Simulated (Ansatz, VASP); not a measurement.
# K: VASP beside Ansatz

```
K
1.0
     4.84574    0.00000    0.00000
    -2.42287    4.19653    0.00000
     0.00000    0.00000    7.82997
K
2
Direct
  0.33333 0.66667 0.25000
  0.66667 0.33333 0.75000
```

Change from the starting cell: strain +0.0175 x Voigt [1, 1, 0, 0, 0, 0], atoms carried along.

Alike in both runs: task single point; functional PBEsol; k mesh 12 × 12 × 6; occupations gaussian, width 0.15 eV; no spin polarisation.

```csv
,VASP,Ansatz
version,VASP 6.6.1,Ansatz 0.2.0
potentials or method,"VASP PAW PBE potentials, release 64 (K_sv)","scalar-relativistic, plane waves, PAW"
plane-wave cutoff (eV),520,420
valence electrons in the cell,18,18
```

|  | VASP | Ansatz | Ansatz less VASP |
| --- | --- | --- | --- |
| gap on the k mesh at the Fermi level (eV) | none | none | - |
| pressure (GPa) | -0.3 | -0.3 | +0.01 |

A gap of «none» marks a metal or a gap that the smearing closes.

Caveats: the PAW data sets were made with another functional, which shifts forces and pressure a little (VASP).
